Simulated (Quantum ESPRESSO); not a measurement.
Crystal: BP.

```
P B
1.0
     0.00000    2.26900    2.26900
     2.26900    0.00000    2.26900
     2.26900    2.26900    0.00000
P B
1 1
Cartesian
  3.4035 3.4035 3.4035
  0.0000 0.0000 0.0000
```

```yaml
Program: Quantum ESPRESSO 7.5
Task: phonon dispersion
Functional: PBE
Potentials_or_basis: PseudoDojo 0.4.1 SR PBE standard
Cutoff: 1034 eV
Density_cutoff: 4136 eV
k_mesh: 6 × 6 × 6, shifted
Occupations: fermi-dirac, width 0.05 eV
Spin: no spin polarisation
Mixing_beta: 0.5
Most_SCF_iterations: 120
SCF_threshold: 4e-10 Ry
q_mesh: 3 × 3 × 3
```

The cell and the atoms were relaxed first, to 11.75 Å³/atom (a = 3.215 Å, b = 3.215 Å, c = 3.215 Å, α = 60.00°, β = 60.00°, γ = 60.00°), and the response was taken there.

The first run showed a gap, so the response started from a second, tighter run with fixed occupations.

Problem. Is this structure dynamically stable at this level, and how far does the spectrum reach?

Solution. Yes, as far as this q mesh shows: no mode on the path is imaginary. The highest frequency is 805 cm⁻¹.

Phonon frequencies at the corners of the path (cm⁻¹, interpolated; i marks imaginary ones):
| point | frequencies |
| --- | --- |
| Γ | 0 0 0 800 800 804 |
| X | 311 311 521 689 689 778 |
| W | 351 400 446 676 693 774 |
| K | 304 398 471 670 703 778 |
| L | 225 225 501 752 753 753 |
| U | 304 398 471 670 703 778 |

Harmonic thermodynamics per atom at this volume (zero-point energy 99.9 meV, Debye temperature from the second moment 1075 K):
```
 T (K)  free energy (meV)  entropy (k_B)  heat capacity Cv (k_B)
    50               99.9           0.01                    0.04
   100               99.6           0.13                    0.36
   200               96.5           0.63                    1.16
298.15               88.8           1.21                    1.77
   500               57.8           2.31                    2.42
   800              -18.7           3.54                    2.75
```

Phonon states per cell in windows of 50 cm⁻¹ (negative: imaginary):
| from (cm⁻¹) | total | P | B |
| --- | --- | --- | --- |
| 0 | 0.00 | 0.00 | 0.00 |
| 50 | 0.01 | 0.01 | 0.00 |
| 100 | 0.05 | 0.03 | 0.01 |
| 150 | 0.12 | 0.09 | 0.03 |
| 200 | 0.38 | 0.29 | 0.08 |
| 250 | 0.63 | 0.50 | 0.13 |
| 300 | 0.62 | 0.52 | 0.11 |
| 350 | 0.36 | 0.31 | 0.06 |
| 400 | 0.26 | 0.23 | 0.03 |
| 450 | 0.55 | 0.53 | 0.03 |
| 500 | 0.01 | 0.01 | 0.00 |
| 550 | 0.00 | 0.00 | 0.00 |
| 600 | 0.00 | 0.00 | 0.00 |
| 650 | 0.41 | 0.03 | 0.38 |
| 700 | 1.18 | 0.22 | 0.97 |
| 750 | 1.33 | 0.21 | 1.12 |
| 800 | 0.04 | 0.01 | 0.03 |
